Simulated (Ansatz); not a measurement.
Geometry optimisation in Ansatz: input, command and trajectory.

```yaml
crystal:
  lattice:
    - [10.9, 0.0, 0.0]
    - [0.0, 12.7, 0.0]
    - [0.0, 0.0, 8.2582031335]
  atoms:
    - { symbol: B, position: [0.5892879424, 0.5, 0.0], spin: 0.3 }
    - { symbol: As, position: [0.5, 0.3672678224, 0.4166666667], spin: 0.3 }
    - { symbol: B, position: [0.4107120576, 0.5, 0.3333333333], spin: 0.3 }
    - { symbol: As, position: [0.5, 0.6327321776, 0.4166666667], spin: 0.3 }
    - { symbol: B, position: [0.5, 0.6327321776, 0.6666666667], spin: 0.3 }
    - { symbol: As, position: [0.4107120576, 0.5, 0.0833333333], spin: 0.3 }
    - { symbol: B, position: [0.5, 0.3672678224, 0.6666666667], spin: 0.3 }
    - { symbol: As, position: [0.5892879424, 0.5, 0.75], spin: 0.3 }
basis:
  ecutwfc: 420
kpoints:
  mp_grid: { grid: [1, 1, 4] }
hamiltonian:
  xc: pbesol
scf:
  occupations: { method: gaussian, width: 0.05 }
output:
  forces: true
  stress: true
  eigenvalues: true
  populations: true
  write_density: true
  write_potential: true
  elf: true
  volumetric_format: npy
magnetization:
  spin_polarized: true
relax:
  adjacent_minimum: "off"
  f_tol: 0.02
  max_steps: 45
  cell: { fix: [a, b, alpha, beta, gamma], stress_tol: 0.03 }
```

```bash
ansatz run input.yaml --threads 4 --pin off --max-ram 11264MiB --backend cpu --events-out ev --progress --plain --runs-dir out
```

Theory: Ansatz 0.2.0, DFT PBEsol, scalar-relativistic, plane waves, PAW.

Of 20 frames 10 are shown, positions in Å and forces in eV/Å; the SCF threshold varies from step to step. Steps run on the plane waves of an earlier cell, with a Pulay correction in the pressure. The basis is chosen afresh for the last frame, the zero of the energies, and at times for earlier ones too; energy and pressure step there, also at an unchanged geometry. The mark taken_back stands on steps that the optimiser undid.

```xyz
8
Lattice="10.9000 0.0000 0.0000 0.0000 12.7000 0.0000 0.0000 0.0000 8.2582" Properties=species:S:1:pos:R:3:forces:R:3 pbc="T T T" step=1 free_energy_over_end_meV_per_atom=733.72 pressure_GPa=-0.97
B     6.4232    6.3500    0.0000   -3.7169    0.0000    0.0319
As    5.4500    4.6643    3.4409   -0.8503    0.6271    1.0112
B     4.4768    6.3500    2.7527    1.7129    0.0000    0.6844
As    5.4500    8.0357    3.4409   -0.8503   -0.6271    1.0112
B     5.4500    8.0357    5.5055    0.5463   -1.3456   -1.2705
As    4.4768    6.3500    0.6882    2.4734    0.0000   -0.1762
B     5.4500    4.6643    5.5055    0.5463    1.3456   -1.2705
As    6.4232    6.3500    6.1937    0.1385    0.0000   -0.0214
8
Lattice="10.9000 0.0000 0.0000 0.0000 12.7000 0.0000 0.0000 0.0000 8.2749" Properties=species:S:1:pos:R:3:forces:R:3 pbc="T T T" step=3 free_energy_over_end_meV_per_atom=482.35 pressure_GPa=0.06
B     6.0479    6.3500   -0.0967    0.1566    0.0000   -1.0700
As    5.3662    4.6313    3.5090   -0.2848   -0.3090    0.0441
B     4.6902    6.3500    2.8083    0.6453    0.0000    0.0079
As    5.3662    8.0687    3.5090   -0.2848    0.3090    0.0441
B     5.5412    7.8252    5.4131    0.3300   -0.7170   -0.2275
As    4.4904    6.3500    0.7640   -1.2030    0.0000    1.1021
B     5.5412    4.8748    5.4131    0.3300    0.7170   -0.2275
As    6.5567    6.3500    6.2633    0.3105    0.0000    0.3268
8
Lattice="10.9000 0.0000 0.0000 0.0000 12.7000 0.0000 0.0000 0.0000 8.2824" Properties=species:S:1:pos:R:3:forces:R:3 pbc="T T T" step=5 free_energy_over_end_meV_per_atom=231.23 pressure_GPa=-0.38
B     5.7270    6.3500   -0.1703   -0.2352    0.0000   -0.4163
As    5.2655    4.3924    3.5078   -0.2381    0.2578    0.5691
B     4.9596    6.3500    2.9734    0.6684    0.0000    0.8485
As    5.2655    8.3076    3.5078   -0.2381   -0.2578    0.5691
B     5.6619    7.5796    5.2120    0.1915   -0.2204   -1.0974
As    4.3337    6.3500    0.9858   -0.1078    0.0000    0.4873
B     5.6619    5.1204    5.2120    0.1915    0.2204   -1.0974
As    6.7251    6.3500    6.3796   -0.2321    0.0000    0.1371
8
Lattice="10.9000 0.0000 0.0000 0.0000 12.7000 0.0000 0.0000 0.0000 7.9993" Properties=species:S:1:pos:R:3:forces:R:3 pbc="T T T" step=7 free_energy_over_end_meV_per_atom=93.89 pressure_GPa=-0.37
B     5.5181    6.3500   -0.1850   -0.1894    0.0000    0.1310
As    5.2002    4.2828    3.3490   -0.0898   -0.0265   -0.0816
B     5.1836    6.3500    3.1733    0.4184    0.0000    0.7675
As    5.2002    8.4172    3.3490   -0.0898    0.0265   -0.0816
B     5.7678    7.4120    4.7895   -0.0955   -0.6332   -0.4551
As    4.2711    6.3500    1.1946    0.2572    0.0000    0.0787
B     5.7678    5.2880    4.7895   -0.0955    0.6332   -0.4551
As    6.6911    6.3500    6.2044   -0.1156    0.0000    0.0963
8
Lattice="10.9000 0.0000 0.0000 0.0000 12.7000 0.0000 0.0000 0.0000 7.8835" Properties=species:S:1:pos:R:3:forces:R:3 pbc="T T T" step=9 free_energy_over_end_meV_per_atom=107.60 pressure_GPa=0.34 taken_back
B     5.5645    6.3500   -0.1525    0.6859    0.0000   -0.5400
As    5.1028    4.2834    3.2586    0.3858    0.5564    0.3346
B     5.3362    6.3500    3.2836   -1.1063    0.0000   -3.4961
As    5.1028    8.4166    3.2586    0.3858   -0.5564    0.3346
B     5.6861    7.1199    4.5831    0.4115    4.5684    1.4069
As    4.3957    6.3500    1.2466   -1.0713    0.0000    1.0978
B     5.6861    5.5801    4.5831    0.4115   -4.5684    1.4069
As    6.7258    6.3500    6.2173   -0.1028    0.0000   -0.5446
8
Lattice="10.9000 0.0000 0.0000 0.0000 12.7000 0.0000 0.0000 0.0000 7.5195" Properties=species:S:1:pos:R:3:forces:R:3 pbc="T T T" step=12 free_energy_over_end_meV_per_atom=31.66 pressure_GPa=-0.30 taken_back
B     5.4049    6.3500   -0.0806   -0.1541    0.0000   -0.2190
As    5.2257    4.2193    3.0040    0.2979    1.2153    0.6406
B     5.3685    6.3500    3.0757   -0.7994    0.0000   -1.8662
As    5.2257    8.4807    3.0040    0.2979   -1.2153    0.6406
B     5.7762    7.2149    4.3764    0.1271    1.0209    0.5848
As    4.0982    6.3500    1.2831    0.3140    0.0000   -0.1259
B     5.7762    5.4851    4.3764    0.1271   -1.0209    0.5848
As    6.7245    6.3500    6.0260   -0.2107    0.0000   -0.2398
8
Lattice="10.9000 0.0000 0.0000 0.0000 12.7000 0.0000 0.0000 0.0000 7.4422" Properties=species:S:1:pos:R:3:forces:R:3 pbc="T T T" step=14 free_energy_over_end_meV_per_atom=3.15 pressure_GPa=-0.02
B     5.3654    6.3500   -0.1345   -0.0246    0.0000   -0.0521
As    5.2745    4.2753    3.0004   -0.0022    0.0318    0.0329
B     5.3192    6.3500    2.9997    0.0418    0.0000   -0.0295
As    5.2745    8.4247    3.0004   -0.0022   -0.0318    0.0329
B     5.7723    7.2291    4.3730    0.0037    0.0608    0.0584
As    4.0890    6.3500    1.2375   -0.0936    0.0000   -0.1420
B     5.7723    5.4709    4.3730    0.0037   -0.0608    0.0584
As    6.7326    6.3500    5.9578    0.0734    0.0000    0.0410
8
Lattice="10.9000 0.0000 0.0000 0.0000 12.7000 0.0000 0.0000 0.0000 7.1428" Properties=species:S:1:pos:R:3:forces:R:3 pbc="T T T" step=16 free_energy_over_end_meV_per_atom=-0.35 pressure_GPa=0.02
B     5.3360    6.3500   -0.1542    0.0079    0.0000   -0.0635
As    5.2498    4.2799    2.8753    0.0167   -0.0199    0.0316
B     5.3084    6.3500    2.8587   -0.0226    0.0000    0.0158
As    5.2498    8.4201    2.8753    0.0167    0.0199    0.0316
B     5.8233    7.2280    4.2195   -0.0051    0.0446   -0.0111
As    3.9838    6.3500    1.1310   -0.0623    0.0000    0.1078
B     5.8233    5.4720    4.2195   -0.0051   -0.0446   -0.0111
As    6.8255    6.3500    5.7844    0.0537    0.0000   -0.1011
8
Lattice="10.9000 0.0000 0.0000 0.0000 12.7000 0.0000 0.0000 0.0000 7.1420" Properties=species:S:1:pos:R:3:forces:R:3 pbc="T T T" step=18 free_energy_over_end_meV_per_atom=-0.53 pressure_GPa=0.00
B     5.3365    6.3500   -0.1616   -0.0277    0.0000    0.0173
As    5.2501    4.2745    2.8811   -0.0017    0.0008   -0.0020
B     5.2994    6.3500    2.8617    0.0044    0.0000    0.0045
As    5.2501    8.4255    2.8811   -0.0017   -0.0008   -0.0020
B     5.8245    7.2301    4.2178   -0.0032   -0.0050    0.0003
As    3.9844    6.3500    1.1339    0.0190    0.0000   -0.0138
B     5.8245    5.4699    4.2178   -0.0032    0.0050    0.0003
As    6.8306    6.3500    5.7748    0.0140    0.0000   -0.0047
8
Lattice="10.9000 0.0000 0.0000 0.0000 12.7000 0.0000 0.0000 0.0000 7.1406" Properties=species:S:1:pos:R:3:forces:R:3 pbc="T T T" step=20 free_energy_over_end_meV_per_atom=0.00 pressure_GPa=0.00
B     5.3353    6.3500   -0.1624    0.0023    0.0000   -0.0003
As    5.2502    4.2749    2.8801    0.0001   -0.0013    0.0002
B     5.3007    6.3500    2.8610   -0.0007    0.0000   -0.0002
As    5.2502    8.4251    2.8801    0.0001    0.0013    0.0002
B     5.8234    7.2300    4.2179    0.0021   -0.0009    0.0004
As    3.9853    6.3500    1.1334   -0.0062    0.0000    0.0017
B     5.8234    5.4700    4.2179    0.0021    0.0009    0.0004
As    6.8313    6.3500    5.7740    0.0001    0.0000   -0.0024
```

Time: 2.9 min on 4 threads of Intel(R) Xeon(R) Platinum 8488C (Sapphire Rapids), on a shared host, peak memory 1.6 GiB.